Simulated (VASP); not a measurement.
Runs of VASP 6.6.1 on Cu3Au (Auricupride). Symmetry: Pm-3m, No. 221, cubic system. Conventional cell: a = 3.740 Å, b = 3.740 Å, c = 3.740 Å, α = 90.00°, β = 90.00°, γ = 90.00°. Around Au (site symmetry m-3m) lie 12 Cu at 2.64 Å. Cu (site symmetry 4/mmm) is surrounded by 4 Au at 2.64 Å and 8 Cu at 2.64 Å. 

```csv
task,level,spin,cell,k mesh,cutoff (eV),smearing,gap on the mesh (eV),pressure (GPa),relaxed volume (Å³/atom)
relaxation of cell and atoms,BLYP,off,relaxed,7 × 7 × 7,600,fermi-dirac 0.05 eV,none,0.0,14.50
band structure,BLYP,off,as given,7 × 7 × 7,520,fermi-dirac 0.05 eV,-,(b),-
relaxation of cell and atoms,revPBE,off,relaxed,7 × 7 × 7,600,fermi-dirac 0.05 eV,none,0.0,(a)
single point,PBE,off,as given,7 × 7 × 7,520,gaussian 0.011 eV,none,5.3,-
relaxation of cell and atoms,RPBE,off,relaxed,7 × 7 × 7,600,fermi-dirac 0.05 eV,none,0.0,13.98
```

Alike in all rows: potentials or basis VASP PAW PBE potentials, release 64 (Au, Cu).

Estimate the missing entries.

(a) 13.85; (b) 14.9.

Caveats: the PAW data sets were made with another functional, which shifts forces and pressure a little (some runs); the volume moved by +11 % from the deposited cell, more than functionals usually miss (some runs); spin-orbit coupling is left out, which moves the levels of the heavy elements (some runs).

A k mesh can miss the band edges, and the runs leave out spin-orbit coupling on Au.

A gap of «none» marks a metal or a gap under the smearing width.
